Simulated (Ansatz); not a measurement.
# Hf (P6_3/mmc) in Ansatz: further runs

One crystal, Hf, is run at these levels: PBE; tasks: single point.

Everything below comes from runs of Ansatz 0.2.0. Logs are shortened: lines on timing, memory, paths and dates and some standing lists are left out, and cuts for length are marked.

## Step 1: Starting point

Symmetry: P6_3/mmc, No. 194, hexagonal system. Conventional cell: a = 3.197 Å, b = 3.197 Å, c = 5.058 Å, α = 90.00°, β = 90.00°, γ = 120.00°. Hf (site symmetry -6m2) has 12 Hf at 3.13 to 3.20 Å as nearest neighbours.

## Step 2: Single point, PBE

The input, input.yaml:

```yaml
crystal:
  lattice:
    - [3.1967, 0.0, 0.0]
    - [-1.59835, 2.7684234083, 0.0]
    - [0.0, 0.0, 5.0578]
  atoms:
    - { symbol: Hf, position: [0.6666666667, 0.3333333333, 0.75] }
    - { symbol: Hf, position: [0.3333333333, 0.6666666667, 0.25] }
kpoints:
  mp_grid: { grid: [6, 6, 3] }
scf:
  occupations: { method: fermi_dirac, width: 0.06 }
hamiltonian:
  xc: pbe
  pseudopotentials: { kind: all_electron, lapw: { basis_error: 0.002 } }
output:
  forces: true
  stress: true
  eigenvalues: true
```

Potentials or basis: all-electron LAPW, scalar-relativistic.

Run with:

```
$ ansatz run input.yaml --threads 1 --pin off --max-ram 3072MiB --backend cpu --events-out ev --progress --plain --runs-dir out
```

The log of the run:

```text
Warning: RAYON_NUM_THREADS=1 ignored (pool sized by the plan → 1); use --threads N
LAPW: plane waves up to 7.166 Å⁻¹, error target 2.0e-3 eV per atom; small_component_spin mean_spin; Hf in spheres of 1.565 Å, 36 of its electrons in bands, Dirac shells [] (how accurate: hamiltonian.pseudopotentials.lapw.basis_error, Limitations)
Engine: ansatz 0.2.0, aarch64-unknown-linux-gnu
Pseudopotentials: kind: all_electron
Pseudopotential: Hf, LAPW, valence charge 36, lapw/all_electron/scalar/gaussian/Hf, Koelling and Harmon's equation, gaussian nucleus
Functional definition: PBE
  parameter kappa = 0.804
  parameter beta = 0.06672455060314922
  exchange = pbe_x(kappa = kappa, mu = beta*pi^2/3)
  correlation = pbe_c(beta = beta)
Crystal: 2 atoms, lattice volume = 44.761 Å³
Basis set: ecut = 195.67552413014621 eV, 287 PW (Γ), exchange–correlation at level 2
Bands: 44, of which v1, the nominal top of the filled ones, is band 36 counted from 1 (35 counted from 0)
Symmetry: 24 space group operations
Space group: P63/mmc (ITA 194), of the structure as read, at distance tolerance 3.6e-5 Å
k-points: 14 of 108
Non-local potential: Hf, projectors of the file, none
Initial density: superposition of atomic densities (chi_scale 0.1, normalization cell)
Initial wavefunctions: plane waves of lowest kinetic energy (no species holds an atomic orbital)
Functional: x = pbe(κ = 0.804, μ = 0.2195149727645171), c = pbe(β = 0.06672455060314922)
iter 1 solved again at ethr=3.04e-4 eV; its pass at ethr=1.00e-1 eV (dr2=2.19e-1 eV) is discarded
SCF iter   1: F=—  HF=-820500.684520 eV  |F-HF|=—  |Δ(HF+E_count)|=         —  Δρ=2.35e-2  dr2=2.19e-1  ethr=3.04e-4  ⟨swp⟩=2.5  Hψ=3812  notcnv=0
preconditioner: auto → Kerker (q_TF=auto, 2.953 Å⁻¹)  [metal: Δε(μ)=0.125 eV  Ē_g=17.938 eV  σ=0.060 eV  W_gap=0.48  n_scr=22 (ndim 8)  ℏωp=38.5 eV  f_vac=0.000  D(μ)=2.66/eV (n_scr^D=22)]
SCF iter   2: F=—  HF=-820500.502139 eV  |F-HF|=—  |Δ(HF+E_count)|=   1.82e-1  Δρ=1.46e-2  dr2=9.74e-2  ethr=3.04e-4  ⟨swp⟩=2.0  Hψ=1916  notcnv=0
SCF iter   3: F=—  HF=-820500.473781 eV  |F-HF|=—  |Δ(HF+E_count)|=   2.84e-2  Δρ=1.04e-2  dr2=5.26e-2  ethr=1.35e-4  ⟨swp⟩=2.0  Hψ=1830  notcnv=0
SCF iter   4: F=—  HF=-820500.453472 eV  |F-HF|=—  |Δ(HF+E_count)|=   2.03e-2  Δρ=5.64e-3  dr2=1.72e-2  ethr=7.31e-5  ⟨swp⟩=2.0  Hψ=1730  notcnv=0
iter 5 solved again at ethr=1.27e-6 eV; its pass at ethr=2.39e-5 eV (dr2=9.18e-4 eV) is discarded
SCF iter   5: F=—  HF=-820500.452908 eV  |F-HF|=—  |Δ(HF+E_count)|=   5.63e-4  Δρ=1.25e-3  dr2=9.17e-4  ethr=1.27e-6  ⟨swp⟩=2.0  Hψ=3077  notcnv=0
SCF iter   6: F=—  HF=-820500.453000 eV  |F-HF|=—  |Δ(HF+E_count)|=   9.13e-5  Δρ=3.79e-4  dr2=7.12e-5  ethr=1.27e-6  ⟨swp⟩=2.0  Hψ=1842  notcnv=0
SCF iter   7: F=—  HF=-820500.452998 eV  |F-HF|=—  |Δ(HF+E_count)|=   1.50e-6  Δρ=1.00e-4  dr2=6.31e-6  ethr=9.88e-8  ⟨swp⟩=2.0  Hψ=1842  notcnv=0
SCF iter   8: F=—  HF=-820500.452997 eV  |F-HF|=—  |Δ(HF+E_count)|=   6.48e-7  Δρ=2.51e-5  dr2=3.39e-7  ethr=8.76e-9  ⟨swp⟩=2.1  Hψ=1843  notcnv=0
SCF iter   9: F=-820500.452997 eV  HF=-820500.452997 eV  |F-HF|=4.19e-9  |Δ(HF+E_count)|=   3.17e-8  Δρ=6.26e-6  dr2=1.94e-8  ethr=4.70e-10  ⟨swp⟩=2.1  Hψ=1843  notcnv=0
SCF 1 converged in 9 iterations: F = -820500.452997 eV  dr2 = 1.94e-8
SCF converged after 9 iterations
Free energy (F): -820500.452997 eV
Harris-Foulkes:  -820500.452997 eV  (|F-HF|=4.19e-9)
Internal energy: -820500.420858 eV  (E = F + TS)
E sigma→0 (E₀):  -820500.436928 eV
Entropy (-TS):   -0.032139 eV (-16.070 meV/atom)
Fermi energy:    20.279682 eV
--- Per-component energies (eV) ---
  E_band       = -3534.228379
  E_kinetic    = 912959.208215
  E_xc         = -16830.342199
  E_electrostatic = -1716629.286874  (all electrons and nuclei)
  E_smearing   = -0.032139  (= −TS)
  E_closure    = 0.000000  (closes the sum)
  E_atoms      = -820485.842060  (free atoms, spherical and without spin; not in F)
  Σ components = -820500.452997   (vs F -820500.452997, Δ=0.00e0)
  Basis errors (estimates in eV, not in F): energy 4.6e-4 per atom: plane waves 3.8e-4 (2.0e-4 summed), levels above the bands 1.9e-58, relativity 1.2e-7, radial functions 8.0e-5, core shells 1.8e-7; eigenvalues (radial functions only) 1.7e-6; not estimated: angular momenta, meshes, grids; target (lapw.basis_error) 2.0e-3; muffin-tin radii Hf 1.565 Å
--- Forces (eV/Å), atoms counted from 1 ---
  atom   1  Hf    -0.00000000     0.00000000     0.00000000
  atom   2  Hf     0.00000000    -0.00000000    -0.00000000
  max |Σ_I F_I| component: 0.00e0 eV/Å
--- Stress (GPa, compression-positive) ---
        1.251316      -0.000000      -0.000000
       -0.000000       1.251316      -0.000000
       -0.000000      -0.000000       1.671428
  P = ⅓ Tr σ = 1.3914 GPa (13.914 kbar)
--- Band table (eV; the first three rows and the last of 14) ---
  k-point 0: bands = ["-181.1302", "-181.1302", "-181.1302", "-181.1302", "-181.1275", "-181.1275", "-181.1039", "-181.1039", "-181.1039", "-181.1039", "-41.7095", "-41.6383", "-10.8442", "-10.1096", "-10.1096", "-9.9814", "-9.9814", "-9.9761", "8.3233", "8.3551", "8.3585", "8.3585", "8.3596", "8.3596", "8.3621", "8.3708", "8.3708", "8.3782", "8.3976", "8.3976", "8.4365", "8.4401", "12.8373", "16.4972", "20.8497", "21.3805", "21.3805", "21.6670", "22.2018", "22.2018", "22.8487", "22.8487", "25.5480", "25.5480"]
  k-point 1: bands = ["-181.1302", "-181.1302", "-181.1302", "-181.1302", "-181.1275", "-181.1275", "-181.1039", "-181.1039", "-181.1039", "-181.1039", "-41.6918", "-41.6562", "-10.6382", "-10.2049", "-10.0778", "-10.0778", "-10.0137", "-10.0137", "8.3276", "8.3412", "8.3412", "8.3456", "8.3513", "8.3513", "8.3655", "8.3783", "8.3902", "8.3902", "8.4053", "8.4053", "8.4374", "8.4392", "13.8026", "15.7890", "20.1737", "20.9117", "21.1518", "21.1518", "21.5973", "21.5973", "24.1021", "24.1021", "25.5725", "25.5725"]
  k-point 2: bands = ["-181.1302", "-181.1302", "-181.1302", "-181.1302", "-181.1275", "-181.1275", "-181.1039", "-181.1039", "-181.1039", "-181.1039", "-41.6964", "-41.6336", "-10.7748", "-10.2522", "-10.1564", "-10.1290", "-10.0094", "-10.0016", "8.3279", "8.3516", "8.3536", "8.3563", "8.3637", "8.3680", "8.3741", "8.3743", "8.3770", "8.3838", "8.3887", "8.3948", "8.4233", "8.4270", "13.6444", "17.2570", "19.9150", "20.1955", "21.4460", "22.1236", "22.1664", "22.2102", "22.6068", "22.9415", "26.0323", "27.2205"]
  k-point 13: bands = ["-181.1302", "-181.1302", "-181.1302", "-181.1302", "-181.1275", "-181.1275", "-181.1039", "-181.1039", "-181.1039", "-181.1039", "-41.6336", "-41.6336", "-10.6123", "-10.6123", "-10.5064", "-10.3675", "-10.1495", "-10.1495", "8.3430", "8.3553", "8.3553", "8.3625", "8.3643", "8.3643", "8.3718", "8.3770", "8.3770", "8.3839", "8.3839", "8.3863", "8.4186", "8.4186", "18.4491", "18.4491", "18.4987", "18.8231", "20.1262", "20.1262", "22.3032", "23.6967", "25.3766", "25.3766", "27.4059", "27.4059"]
```

Wall time 5.8 s (1 thread of Arm Neoverse V1, shared host); peak memory 0.26 GiB.

Results:

```
Free energy            : -820500.4530 eV
Pressure               : 1.4 GPa
Band gap on the k mesh : none (metal or under the smearing width)
```

Levels at points of the mesh, in eV from the Fermi level:
```tsv
k point	band 34	band 35	band 36	band 37	band 38	band 39
(0.00, 0.00, 0.00)	-3.78	0.57	1.10	1.10	1.39	1.92
(0.00, -0.50, 0.00)	-2.82	-2.30	-0.88	0.72	0.80	1.60
```

Caveat: the k mesh is coarse (spacing up to 0.41 Å⁻¹), so the values aren't converged; the k mesh is thin for a metal, which can move the energy by tens of meV per atom.

## Step 3: Single point, PBE

input.yaml: that of step 2 with these lines changed.

```diff
@@ -9,8 +9,8 @@
 kpoints:
-  mp_grid: { grid: [6, 6, 3] }
+  mp_grid: { grid: [10, 10, 5] }
 scf:
-  occupations: { method: fermi_dirac, width: 0.06 }
+  occupations: { method: gaussian, width: 0.012 }
 hamiltonian:
   xc: pbe
-  pseudopotentials: { kind: all_electron, lapw: { basis_error: 0.002 } }
+  pseudopotentials: { kind: all_electron, lapw: { basis_error: 0.001 } }
 output:
```

Potentials or basis: all-electron LAPW, scalar-relativistic.

Run with:

```
$ ansatz run input.yaml --threads 1 --pin off --max-ram 3072MiB --backend cpu --events-out ev --progress --plain --runs-dir out
```

It took 15 s on 1 thread of Arm Neoverse V1, shared host; peak memory 0.33 GiB.

The run converged. Its results:

```yaml
Free_energy: -820500.4898 eV
Pressure: 0.7 GPa
Band_gap_on_the_k_mesh: none (metal or under the smearing width)
```

Stress tensor (GPa, compression positive):
```
0.71 0.00 0.00
0.00 0.71 0.00
0.00 0.00 0.52
```

Levels at points of the mesh, in eV from the Fermi level:
| k point | band 33 | band 34 | band 35 | band 36 | band 37 | band 38 | band 39 | band 40 |
| --- | --- | --- | --- | --- | --- | --- | --- | --- |
| (0.00, 0.00, 0.00) | -7.36 | -3.70 | 0.65 | 1.19 | 1.19 | 1.47 | 2.01 | 2.01 |
| (0.00, -0.50, 0.00) | -3.34 | -2.74 | -2.21 | -0.79 | 0.80 | 0.88 | 1.69 | 5.90 |

## Step 4: Single point, PBE

input.yaml: that of step 3 with these lines changed.

```diff
@@ -11,3 +11,3 @@
 scf:
-  occupations: { method: gaussian, width: 0.012 }
+  occupations: { method: gaussian, width: 0.028 }
 hamiltonian:
```

Potentials or basis: all-electron LAPW, scalar-relativistic.

Run with:

```
$ ansatz run input.yaml --threads 1 --pin off --max-ram 3072MiB --backend cpu --events-out ev --progress --plain --runs-dir out
```

The log of the run:

```text
Warning: RAYON_NUM_THREADS=1 ignored (pool sized by the plan → 1); use --threads N
LAPW: plane waves up to 7.471 Å⁻¹, error target 1.0e-3 eV per atom; small_component_spin mean_spin; Hf in spheres of 1.565 Å, 36 of its electrons in bands, Dirac shells [] (how accurate: hamiltonian.pseudopotentials.lapw.basis_error, Limitations)
[... 7 set-up lines as earlier in the session ...]
[... 40 lines left out ...]
  Basis errors (estimates in eV, not in F): energy 2.3e-4 per atom: plane waves 1.9e-4 (9.9e-5 summed), levels above the bands 0.0e0, relativity 6.2e-8, radial functions 4.4e-5, core shells 1.8e-7; eigenvalues (radial functions only) 8.2e-7; not estimated: angular momenta, meshes, grids; target (lapw.basis_error) 1.0e-3; muffin-tin radii Hf 1.565 Å
--- Forces (eV/Å), atoms counted from 1 ---
  atom   1  Hf     0.00000000     0.00000000     0.00000000
  atom   2  Hf     0.00000000    -0.00000000    -0.00000000
  max |Σ_I F_I| component: 0.00e0 eV/Å
--- Stress (GPa, compression-positive) ---
        0.725180      -0.000000      -0.000000
       -0.000000       0.725180      -0.000000
       -0.000000      -0.000000       0.425723
  P = ⅓ Tr σ = 0.6254 GPa (6.254 kbar)
--- Band table (eV; the first three rows and the last of 42) ---
  k-point 0: bands = ["-181.1266", "-181.1266", "-181.1266", "-181.1266", "-181.1228", "-181.1228", "-181.0991", "-181.0991", "-181.0991", "-181.0991", "-41.7027", "-41.6315", "-10.8425", "-10.1009", "-10.1009", "-9.9740", "-9.9727", "-9.9727", "8.3280", "8.3613", "8.3626", "8.3626", "8.3640", "8.3640", "8.3683", "8.3749", "8.3749", "8.3829", "8.4020", "8.4020", "8.4427", "8.4463", "12.8378", "16.5022", "20.8471", "21.3870", "21.3870", "21.6675", "22.2091", "22.2091", "22.8495", "22.8495", "25.5493", "25.5493"]
  k-point 1: bands = ["-181.1266", "-181.1266", "-181.1266", "-181.1266", "-181.1228", "-181.1228", "-181.0991", "-181.0991", "-181.0991", "-181.0991", "-41.6959", "-41.6383", "-10.7646", "-10.0888", "-10.0888", "-10.0625", "-9.9850", "-9.9850", "8.3293", "8.3495", "8.3495", "8.3603", "8.3651", "8.3651", "8.3655", "8.3822", "8.3822", "8.3845", "8.4074", "8.4074", "8.4431", "8.4460", "13.2008", "16.2870", "20.4248", "21.2264", "21.2264", "21.3580", "21.9318", "21.9318", "23.3985", "23.3985", "25.6554", "25.6554"]
  k-point 2: bands = ["-181.1266", "-181.1266", "-181.1266", "-181.1266", "-181.1228", "-181.1228", "-181.0991", "-181.0991", "-181.0991", "-181.0991", "-41.6782", "-41.6562", "-10.5560", "-10.2881", "-10.0569", "-10.0569", "-10.0173", "-10.0173", "8.3351", "8.3452", "8.3452", "8.3465", "8.3514", "8.3514", "8.3745", "8.3822", "8.3997", "8.3997", "8.4090", "8.4090", "8.4440", "8.4451", "14.1854", "15.4316", "20.1828", "20.6732", "21.1754", "21.1754", "21.4522", "21.4522", "24.4805", "24.4805", "25.4093", "25.4093"]
  k-point 41: bands = ["-181.1266", "-181.1266", "-181.1266", "-181.1266", "-181.1228", "-181.1228", "-181.0991", "-181.0991", "-181.0991", "-181.0991", "-41.6288", "-41.6260", "-10.6434", "-10.6314", "-10.4451", "-10.3668", "-10.1358", "-10.1118", "8.3515", "8.3585", "8.3614", "8.3657", "8.3685", "8.3711", "8.3800", "8.3821", "8.3829", "8.3836", "8.3854", "8.3905", "8.4238", "8.4240", "18.0800", "18.1472", "18.9569", "19.1295", "19.9146", "20.1653", "22.3278", "23.1983", "25.3123", "25.6523", "27.7546", "28.0957"]
```

Run time: 15 s. Hardware: 1 thread of Arm Neoverse V1, shared host; peak memory 0.33 GiB.

Results:

```yaml
Free_energy: -820500.4902 eV
Pressure: 0.6 GPa
Band_gap_on_the_k_mesh: none (metal or under the smearing width)
```

Stress tensor (GPa, compression positive):
```
0.73 0.00 0.00
0.00 0.73 0.00
0.00 0.00 0.43
```

Spin-orbit coupling is left out, which matters for the levels of Hf.

[end of part 1 of 2]
